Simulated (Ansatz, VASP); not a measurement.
**NiO: VASP beside Ansatz**

```
Ni O
1.0
     0.00000    2.27745    2.27745
     2.27745    0.00000    2.27745
     2.27745    2.27745    0.00000
Ni O
1 1
Direct
  0.00000 0.00000 0.00000
  0.25000 0.25000 0.25000
```

Change from the starting cell: volume scaled by 1.05.

Alike in both runs: task single point; functional PBE; k mesh 14 × 14 × 14; occupations fermi-dirac, width 0.03 eV; collinear spin.

|  | VASP | Ansatz |
| --- | --- | --- |
| version | VASP 6.6.1 | Ansatz 0.2.0 |
| potentials or method | VASP PAW PBE potentials, release 64 (Ni, O), cutoff 520 eV | all-electron LAPW, scalar-relativistic |

VASP gave:

- pressure (GPa): -6.2
- net moment per atom (μB): 0.99
- size of the moment on the site where the two differ most (μB): 1.54

Q: Estimate Ansatz's values.

A: Pressure (GPa): -6.3; net moment per atom (μB): 1.00; size of the moment on the site where the two differ most (μB): 1.57.

Site moments also hang on the region over which each program counts them. Ansatz ran all-electron here, so the differences hold the error of VASP's frozen core and of both bases.

Caveats: a cell with one magnetic atom can't hold antiferromagnetic order, which such compounds often take.
